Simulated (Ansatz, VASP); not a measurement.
## Ta (Ta wire along [111], 14 atoms a period) in two plane-wave programs

Wanted: the spread between two codes on one cell, functional and k mesh. The structure shown is the start of the Ansatz relaxation below; VASP solves that cell, so the two are compared at the walk's first step.

Method: plane waves, with VASP 6.6.1 beside it; single point at PBE, in Ansatz 0.2.0.

### Step 1. The structure

The cell holds 14 atoms: 14 Ta. Its edges and angles: a = 13.843 Å, b = 16.288 Å, c = 2.875 Å, α = 90.0°, β = 90.0°, γ = 90.0°. Vacuum lies along a and b. The structure's axis is c.

### Step 2. Ansatz: relaxation, PBE

Ansatz runs on its PAW soft_1 files.

The two programs are compared at the cell with which this relaxation starts, whose forces are those of its first step.

input.yaml

```yaml
crystal:
  lattice:
    - [13.843, 0.0, 0.0]
    - [0.0, 16.288, 0.0]
    - [0.0, 0.0, 2.8752043406]
  atoms:
    - { symbol: Ta, position: [0.2456115, 0.708024677, 0.0] }
    - { symbol: Ta, position: [0.415198621, 0.458383655, 0.0] }
    - { symbol: Ta, position: [0.584785742, 0.708024677, 0.0] }
    - { symbol: Ta, position: [0.2456115, 0.375169981, 0.333333333] }
    - { symbol: Ta, position: [0.415198621, 0.624811003, 0.333333333] }
    - { symbol: Ta, position: [0.584785742, 0.375169981, 0.333333333] }
    - { symbol: Ta, position: [0.754372863, 0.624811003, 0.333333333] }
    - { symbol: Ta, position: [0.2456115, 0.541597329, 0.666666667] }
    - { symbol: Ta, position: [0.415198621, 0.291956307, 0.666666667] }
    - { symbol: Ta, position: [0.415198621, 0.791238352, 0.666666667] }
    - { symbol: Ta, position: [0.584785742, 0.541597329, 0.666666667] }
    - { symbol: Ta, position: [0.754372863, 0.291956307, 0.666666667] }
    - { symbol: Ta, position: [0.584785742, 0.208742633, 0.0] }
    - { symbol: Ta, position: [0.754372863, 0.458383655, 0.0] }
kpoints:
  mp_grid: { grid: [1, 1, 28] }
scf:
  occupations: { method: fermi_dirac, width: 0.05 }
hamiltonian:
  xc: pbe
  pseudopotentials: { kind: paw, azcp: { folder: soft_1 } }
relax:
  cell: { fix: [a, b, alpha, beta, gamma] }
  max_steps: 45
  f_tol: 0.03
```

Started as:

```bash
$ ansatz run input.yaml --threads 4 --pin off --max-ram 16384MiB --backend cpu --events-out ev --progress --plain --runs-dir out
```

Numbers of over 12 decimals in the logs are rounded to 6 here.

What it wrote:

```text
Engine: ansatz 0.2.0, aarch64-unknown-linux-gnu
Pseudopotentials: kind: paw
Pseudopotential: Ta, paw, valence charge 13, recommended cutoff 420 eV (normal), soft_1/Ta.paw.azcp
Functional definition: PBE
  parameter kappa = 0.804
  parameter beta = 0.066725
  exchange = pbe_x(kappa = kappa, mu = beta*pi^2/3)
  correlation = pbe_c(beta = beta)
Crystal: 14 atoms, lattice volume = 648.286 Å³
Basis set: ecut = 420 eV, 12629 PW (Γ), exchange–correlation on 192×240×40 points (8 copies of the dense FFT grid, shifted against one another)
Bands: 110, of which v1, the nominal top of the filled ones, is band 91 counted from 1 (90 counted from 0)
Symmetry: 2 space group operations
Space group: P-1 (ITA 2), of the structure as read, at distance tolerance 8.7e-5 Å
k-points: 15 of 28
Non-local potential: Ta, projectors of the file, l = 0: 3, l = 1: 2, l = 2: 2, l = 3: 1
PAW form: soft (Blöchl's): semilocal exchange-correlation on the pseudo side does not see the compensation charge
PAW one-centre angular grid: Ta, 590 points (default); XC on 64 Gauss nodes
Initial density: superposition of atomic densities (neutral atoms: chi_scale 0, normalization atom)
Initial wavefunctions: pseudopotential atomic-orbital guess
Functional: x = pbe(κ = 0.804, μ = 0.219515), c = pbe(β = 0.066725)
SCF iter   1: F=—  HF=-139063.215411 eV  |F-HF|=—  |Δ(HF+E_count)|=         —  Δρ=4.55e-2  dr2=1.52e2  ethr=3.10e-3  ⟨swp⟩=10.3  Hψ=7951  notcnv=0  defer=4
preconditioner: auto → LDOS  [metal: Δε(μ)=0.011 eV  Ē_g=4.006 eV  σ=0.050 eV  W_gap=0.05  n_scr=88 (ndim 8)  ℏωp=12.2 eV  f_vac=0.438  D(μ)=12.80/eV (n_scr^D=64)  β→1.0]
SCF iter   2: F=—  HF=-139064.768601 eV  |F-HF|=—  |Δ(HF+E_count)|=    1.55e0  Δρ=6.13e-2  dr2=4.20e2  ethr=3.10e-3  ⟨swp⟩=7.5  Hψ=5373  notcnv=0  defer=48  recentre
SCF iter   3: F=—  HF=-139051.383303 eV  |F-HF|=—  |Δ(HF+E_count)|=    1.34e1  Δρ=1.95e-2  dr2=3.79e1  ethr=3.10e-3  ⟨swp⟩=7.5  Hψ=5554  notcnv=0  defer=29
SCF iter   4: F=—  HF=-139048.902547 eV  |F-HF|=—  |Δ(HF+E_count)|=    2.48e0  Δρ=3.99e-3  dr2=5.82e-1  ethr=3.10e-3  ⟨swp⟩=3.5  Hψ=2799  notcnv=0  defer=42
SCF iter   5: F=—  HF=-139048.874084 eV  |F-HF|=—  |Δ(HF+E_count)|=   2.85e-2  Δρ=1.64e-3  dr2=7.86e-2  ethr=3.20e-4  ⟨swp⟩=3.6  Hψ=2462  notcnv=0  defer=42
SCF iter   6: F=—  HF=-139048.872168 eV  |F-HF|=—  |Δ(HF+E_count)|=   1.92e-3  Δρ=6.62e-4  dr2=1.94e-2  ethr=4.32e-5  ⟨swp⟩=2.0  Hψ=2289  notcnv=0  defer=42
SCF iter   7: F=—  HF=-139048.871368 eV  |F-HF|=—  |Δ(HF+E_count)|=   8.00e-4  Δρ=2.69e-4  dr2=3.36e-3  ethr=1.06e-5  ⟨swp⟩=2.0  Hψ=2086  notcnv=0  defer=42
SCF iter   8: F=—  HF=-139048.871425 eV  |F-HF|=—  |Δ(HF+E_count)|=   5.71e-5  Δρ=7.66e-5  dr2=1.25e-4  ethr=1.84e-6  ⟨swp⟩=2.0  Hψ=2084  notcnv=0  defer=42
SCF iter   9: F=—  HF=-139048.871444 eV  |F-HF|=—  |Δ(HF+E_count)|=   1.83e-5  Δρ=3.12e-5  dr2=6.12e-5  ethr=6.89e-8  ⟨swp⟩=2.7  Hψ=2936  notcnv=0  defer=42
SCF iter  10: F=—  HF=-139048.871461 eV  |F-HF|=—  |Δ(HF+E_count)|=   1.79e-5  Δρ=1.15e-5  dr2=1.03e-5  ethr=3.36e-8  ⟨swp⟩=1.3  Hψ=1662  notcnv=0  defer=42
SCF iter  11: F=-139048.871462 eV  HF=-139048.871462 eV  |F-HF|=2.49e-8  |Δ(HF+E_count)|=   1.92e-7  Δρ=2.75e-6  dr2=9.81e-8  ethr=5.49e-11  ⟨swp⟩=5.1  Hψ=7164  notcnv=0
SCF 1 converged in 11 iterations: F = -139048.871462 eV  dr2 = 9.81e-8
  greatest PAW one-centre occupation: 0.999 electrons in one spin orbital (limit 2), on the Ta atom at site 10 (counted from 0), in its partial waves of l = 0
relax step   1: F+E_penalty+E_count = -139048.87146163 eV  Δ(F+E_penalty+E_count) = +0.000e0 eV  max|allowed force component| = 1.653e0 eV/Å  Δτ_max = 0.0000 Å  P = -5.818 GPa  Ω = 648.286 Å³  fix = [a, b, alpha, beta, gamma]  reactions: a -5.183, b -5.493 GPa; alpha +0.017, beta +0.058, gamma -0.309 GPa/rad  (11 SCF iters, dr2 threshold 1.00e-7 eV, accepted)
[...]
relax step   5: F+E_penalty+E_count = -139050.24365256 eV  Δ(F+E_penalty+E_count) = -9.896e-3 eV  max|allowed force component| = 4.518e-2 eV/Å  Δτ_max = 0.0697 Å  P = -0.001 GPa  Ω = 625.072 Å³  energy of the carried Pulay correction = +1.912e-3 eV  fix = [a, b, alpha, beta, gamma]  reactions: a -0.024, b +0.041 GPa; alpha +0.006, beta +0.016, gamma +0.011 GPa/rad  (7 SCF iters, dr2 threshold 8.68e-7 eV, accepted)
[...]
relax step   6: F+E_penalty+E_count = -139050.24571413 eV  Δ(F+E_penalty+E_count) = -2.062e-3 eV  max|allowed force component| = 2.082e-2 eV/Å  Δτ_max = 0.0266 Å  P = -0.057 GPa  Ω = 624.668 Å³  energy of the carried Pulay correction = +1.945e-3 eV  fix = [a, b, alpha, beta, gamma]  reactions: a -0.114, b -0.024 GPa; alpha +0.004, beta -0.011, gamma +0.014 GPa/rad  (7 SCF iters, dr2 threshold 1.28e-7 eV, accepted)
[...]
relax step   7: F+E_penalty+E_count = -139050.24390014 eV  Δ(F+E_penalty+E_count) = +1.814e-3 eV  max|allowed force component| = 2.081e-2 eV/Å  Δτ_max = 0.0000 Å  P = -0.057 GPa  Ω = 624.668 Å³  fix = [a, b, alpha, beta, gamma]  reactions: a -0.113, b -0.023 GPa; alpha +0.004, beta -0.011, gamma +0.014 GPa/rad  stress off target by 3.42e-2 GPa on what of the cell is left free  SCF on the basis re-selected at this cell (its energy is not comparable with the rows above)  (6 SCF iters)
basis re-selected at this cell: Δ(F+E_penalty+E_count) = +1.814e-3 eV, ΔP = +0.000 GPa vs the last step (what re-selecting the basis moved, of the pressure what is left beyond the Pulay correction that the steps carried, after the strain that the cell walked since its last selection, with what the two solves' SCF thresholds leave and, on support functions, any second-order correction that the steps lacked; it is no m [...]
SCF converged after 6 iterations
Free energy (F): -139050.243900 eV
Harris-Foulkes:  -139050.243900 eV  (|F-HF|=1.46e-10)
Internal energy: -139050.088788 eV  (E = F + TS)
E sigma→0 (E₀):  -139050.166344 eV
Entropy (-TS):   -0.155112 eV (-11.079 meV/atom)
Fermi energy:    5.315503 eV
--- Per-component energies (eV) ---
  E_band       = -3908.810457
  E_kinetic    = 5509.975110
  E_local      = -75782.182148  (includes V_loc(G=0)·N_el)
  E_nonlocal   = -152.389579
  E_hartree    = 35605.957503
  E_xc         = -4486.326907
  E_vxc        = -3255.690425  (∫ρ·V_xc dr)
  E_paw        = -116263.656440  (= ΣΔE_a)
  E_vpaw       = -1440.438449  (= ΣTr[D̂ρ^β])
  E_aug_tail   = 0.001314  (compensation charges beyond the density's cutoff)
  E_ewald      = 16518.532358
  E_smearing   = -0.155112  (= −TS)
  E_closure    = 0.000000  (closes the sum)
  Σ components = -139050.243900   (vs F -139050.243900, Δ=0.00e0)
--- Forces (eV/Å), atoms counted from 1 ---
  atom   1  Ta    -0.00511834    -0.00233514     0.00015681
  atom   2  Ta     0.01539080     0.00686236    -0.02081122
  atom   3  Ta    -0.00759732    -0.00446028    -0.00766425
  atom   4  Ta    -0.00423186    -0.00174861    -0.00407055
  atom   5  Ta     0.00375666     0.00267251     0.00822876
  atom   6  Ta    -0.00375666    -0.00267251    -0.00822876
  atom   7  Ta     0.00423186     0.00174861     0.00407055
  atom   8  Ta    -0.00043836     0.00602804     0.00530622
  atom   9  Ta     0.00759732     0.00446028     0.00766425
  atom  10  Ta     0.00513009     0.01453186    -0.00526173
  atom  11  Ta    -0.01539080    -0.00686236     0.02081122
  atom  12  Ta     0.00511834     0.00233514    -0.00015681
  atom  13  Ta    -0.00513009    -0.01453186     0.00526173
  atom  14  Ta     0.00043836    -0.00602804    -0.00530622
  max |Σ_I F_I| component: 1.73e-18 eV/Å
--- Stress (GPa, compression-positive) ---
       -0.112954      -0.013577       0.011138
       -0.013577      -0.022688      -0.003696
        0.011138      -0.003696      -0.034230
  P = ⅓ Tr σ = -0.0566 GPa (-0.566 kbar)
--- Relaxed structure (6 steps of the walk, 6 accepted, 1 SCFs on fresh bases) ---
  F+E_penalty+E_count = -139050.24390014 eV   max|allowed force component| = 2.081e-2 eV/Å   (the final SCF, on the basis selected at the relaxed cell)
  cell:  # Å, volume = 624.6679 Å³
    - [13.843, 0, 0]
    - [0, 16.288, 0]
    - [0, 0, 2.770456]
  atoms:
    - { symbol: Ta, position: [0.258552, 0.702582, 0.014930] }
    - { symbol: Ta, position: [0.414997, 0.458964, 0.00379133] }
    - { symbol: Ta, position: [0.586967, 0.706262, 0.000881327] }
    - { symbol: Ta, position: [0.252769, 0.380564, 0.351494] }
    - { symbol: Ta, position: [0.418421, 0.621991, 0.334012] }
    - { symbol: Ta, position: [0.581563, 0.377990, 0.332655] }
    - { symbol: Ta, position: [0.747216, 0.619417, 0.315173] }
    - { symbol: Ta, position: [0.246793, 0.542151, 0.667401] }
    - { symbol: Ta, position: [0.413017, 0.293719, 0.665785] }
    - { symbol: Ta, position: [0.418773, 0.779824, 0.655740] }
    - { symbol: Ta, position: [0.584987, 0.541017, 0.662875] }
    - { symbol: Ta, position: [0.741432, 0.297399, 0.651737] }
    - { symbol: Ta, position: [0.581211, 0.220157, 0.010927] }
    - { symbol: Ta, position: [0.753192, 0.457830, -0.000734795] }
```

### Step 3. VASP: single point, PBE, start cell

The same cell, functional, mesh and smearing now go to VASP, with its own data sets.

Lines of VASP's logs that name or quote its potential files are left out, and so is its time.

INCAR

```
SYSTEM = Ta
PREC = Accurate
ENCUT = 400
EDIFF = 1E-06
NELM = 120
ISMEAR = -1
SIGMA = 0.05
LREAL = .FALSE.
ALGO = Normal
GGA = PE
NBANDS = 95
LASPH = .TRUE.
LORBIT = 11
LWAVE = .FALSE.
LCHARG = .FALSE.
ISIF = 2
GGA_COMPAT = .FALSE.
KPAR = 4
```

POSCAR

```
Ta
1.0
   13.8430000000      0.0000000000      0.0000000000
    0.0000000000     16.2880000000      0.0000000000
    0.0000000000      0.0000000000      2.8752040000
Ta
14
Direct
    0.2456115004      0.7080246807      0.0000000000
    0.4151986564      0.4583836567      0.0000000000
    0.5847857401      0.7080246807      0.0000000000
    0.2456115004      0.3751700025      0.3333332174
    0.4151986564      0.6248110265      0.3333332174
    0.5847857401      0.3751700025      0.3333332174
    0.7543728960      0.6248110265      0.3333332174
    0.2456115004      0.5415973109      0.6666667826
    0.4151986564      0.2919562868      0.6666667826
    0.4151986564      0.7912383350      0.6666667826
    0.5847857401      0.5415973109      0.6666667826
    0.7543728960      0.2919562868      0.6666667826
    0.5847857401      0.2087426326      0.0000000000
    0.7543728960      0.4583836567      0.0000000000
```

KPOINTS

```
Automatic mesh
0
Gamma
1 1 28
0 0 0
```

The projector-augmented-wave data sets are Ta_pv (PBE family, release 64).

Started as:

```bash
$ mpirun -np 4 vasp_std
```

What it wrote:

```text
[banner, memory and clock lines left out]
running    4 mpi-ranks, on    1 nodes
 distrk:  each k-point on    1 cores,    4 groups
 distr:  one band on    1 cores,    1 groups

 POSCAR found type information on POSCAR Ta
 POSCAR found :  1 types and      14 ions
 LDA part: xc-table for (Slater+PW92), standard interpolation
 POSCAR, INCAR and KPOINTS ok, starting setup
 FFT: planning ... GRIDC
 FFT: planning ... GRID_SOFT
 FFT: planning ... GRID
 WAVECAR not read
 entering main loop
       N       E                     dE             d eps       ncg     rms          rms(c)
DAV:   1     0.114781701145E+04    0.11478E+04   -0.77007E+04  3714   0.118E+03
DAV:   2    -0.100416642663E+03   -0.12482E+04   -0.12171E+04  3281   0.351E+02
DAV:   3    -0.162373655438E+03   -0.61957E+02   -0.58865E+02  3660   0.645E+01
DAV:   4    -0.165711059740E+03   -0.33374E+01   -0.32445E+01  3860   0.121E+01
DAV:   5    -0.165860833105E+03   -0.14977E+00   -0.14794E+00  3852   0.216E+00    0.429E+01
DAV:   6    -0.164243129529E+03    0.16177E+01   -0.12856E+02  3710   0.397E+01    0.232E+01
DAV:   7    -0.160098541723E+03    0.41446E+01   -0.12430E+02  4012   0.276E+01    0.210E+01
DAV:   8    -0.154490748785E+03    0.56078E+01   -0.51779E+01  3868   0.205E+01    0.112E+01
DAV:   9    -0.149703047845E+03    0.47877E+01   -0.27554E+01  3932   0.125E+01    0.427E+00
DAV:  10    -0.149262341883E+03    0.44071E+00   -0.32575E+00  3780   0.660E+00    0.262E+00
DAV:  11    -0.149169043715E+03    0.93298E-01   -0.51524E-01  3828   0.291E+00    0.197E+00
DAV:  12    -0.149103567160E+03    0.65477E-01   -0.21701E-01  3796   0.201E+00    0.138E+00
DAV:  13    -0.149050007350E+03    0.53560E-01   -0.22300E-01  3684   0.196E+00    0.686E-01
DAV:  14    -0.149038864390E+03    0.11143E-01   -0.99742E-02  3852   0.151E+00    0.402E-01
[...]
DAV:  19    -0.149044545664E+03   -0.56661E-03   -0.45984E-04  3196   0.704E-02    0.282E-02
DAV:  20    -0.149044798299E+03   -0.25263E-03   -0.14308E-04  3396   0.339E-02    0.149E-02
DAV:  21    -0.149044921768E+03   -0.12347E-03   -0.45568E-05  2956   0.227E-02    0.714E-03
DAV:  22    -0.149044962479E+03   -0.40711E-04   -0.11093E-05  2884   0.102E-02    0.526E-03
DAV:  23    -0.149044988247E+03   -0.25767E-04   -0.62829E-06  2580   0.715E-03    0.336E-03
DAV:  24    -0.149045007952E+03   -0.19706E-04   -0.32003E-06  2324   0.512E-03    0.176E-03
DAV:  25    -0.149045015173E+03   -0.72204E-05   -0.17792E-06  2132   0.281E-03    0.130E-03
DAV:  26    -0.149045016104E+03   -0.93155E-06   -0.53114E-07  1972   0.209E-03
   1 F= -.14904502E+03 E0= -.14895685E+03  d E =-.176331E+00
```

(Part 1 of 2 ends here.)

[Lines on the potential files, build, host, timing and source positions are cut from VASP's logs without a mark.]

[Logs are printed without paths, hosts, clocks, repeated set-up lines and the standing remarks that a program may print on its own settings, such as how far it seeks lower states.]

[Hosts, paths, dates, database ids (printed as entryN), source tags and the programs' standing remarks are cut or masked in the printed files.]
